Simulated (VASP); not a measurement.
BAs:

```
CELL_PARAMETERS angstrom
0.00000 2.38850 2.38850
2.38850 0.00000 2.38850
2.38850 2.38850 0.00000
ATOMIC_POSITIONS crystal
As 0.75000 0.75000 0.75000
B 0.00000 0.00000 0.00000
```

```yaml
Program: VASP 6.6.1
Task: relaxation of cell and atoms
Functional: TPSS
Potentials_or_basis: VASP PAW PBE potentials, release 64 (As, B)
Cutoff: 600 eV
k_mesh: 10 × 10 × 10
Occupations: fermi-dirac, width 0.05 eV
Spin: no spin polarisation
```

At the start: pressure 2.8 GPa; volume 13.63 Å³/atom.

Where does the relaxation end?

Over 3 steps the energy falls by 2.3 meV/atom and the volume is 13.90 Å³/atom (+2.0 %); space group F-43m (No. 216, to 0.05 Å).

Step by step:
| step | energy change (eV) | largest force (eV/Å) | pressure (GPa) | volume (Å³) |
| --- | --- | --- | --- | --- |
| 1 | 0.0000 | 0.0000 | 2.78 | 27.25 |
| 2 | -0.0025 | 0.0000 | -1.79 | 28.20 |
| 3 | -0.0047 | 0.0000 | 0.01 | 27.80 |

Final structure:
```xyz
2
Lattice="0.0000 2.4045 2.4045 2.4045 0.0000 2.4045 2.4045 2.4045 0.0000" Properties=species:S:1:pos:R:3 pbc="T T T"
As    3.6067    3.6067    3.6067
B     0.0000    0.0000    0.0000
```

Caveat: the PAW data sets were made with another functional, which shifts forces and pressure a little.
